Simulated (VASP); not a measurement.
Wanted: the native input for a VASP 6.6.1 run.

* Task: relaxation of cell and atoms
* Functional: PBE
* Potentials or basis: VASP PAW PBE potentials, release 64 (Ba_sv)
* Cutoff: 600 eV
* k mesh: 6 × 6 × 4
* Occupations: gaussian, width 0.05 eV
* Spin: no spin polarisation
* Dipole correction: no
* Further INCAR settings: ALGO = Normal; EDIFF = 1e-06; IBRION = 2; EDIFFG = -0.03; NSW = 80; ISIF = 3

The structure of Ba lies in POSCAR:

```
Ba
1.0
    4.4720009691      0.0000000000      0.0000000000
   -2.2360004845      3.8728664450      0.0000000000
    0.0000000000      0.0000000000      7.3042682495
Ba
2
Direct
    0.3333333333      0.6666666667      0.7500000000
    0.6666666667      0.3333333333      0.2500000000
```

The cell was built by a generator and needn't be a form met in nature.

These files were run (other wordings do the same):

INCAR

```
SYSTEM = Ba
  ALGO = Normal
  EDIFF = 1E-6
  EDIFFG = -0.03
  ENCUT = 600
  GGA = PE
  IBRION = 2
  ISIF = 3
  ISMEAR = 0
  LASPH = .True.
  LCHARG = .False.
  LREAL = .False.
  LWAVE = .False.
  NELM = 100
  NSW = 80
  PREC = Accurate
  SIGMA = 0.05
```

KPOINTS

```
k-points
0
Gamma
  6 6 4
  0 0 0
```

Potentials or basis: VASP PAW PBE potentials, release 64 (Ba_sv).

Command:

```console
$ cat potpaw_PBE.64/Ba_sv/POTCAR > POTCAR
$ mpirun -np 1 vasp_std > vasp.out
```

It gave:

```yaml
Relaxed_volume: 63.63 Å³/atom
Relaxed_cell: a = 4.464 Å, b = 4.464 Å, c = 7.376 Å, α = 90.00°, β = 90.00°, γ = 120.00°
Space_group_after_relaxing_to_0.05_Å: P6_3/mmc (No. 194)
Energy_gained_by_relaxing: 0.4 meV/atom
Ionic_steps: 3
Pressure_after_relaxing: 0.0 GPa
Band_gap_on_the_k_mesh: none (metal or under the smearing width)
```

It took 59 s on 1 thread of Intel(R) Xeon(R) Platinum 8259CL CPU @ 2.50GHz (Skylake/Cascade Lake), with other jobs on the host, peak memory 0.29 GiB.
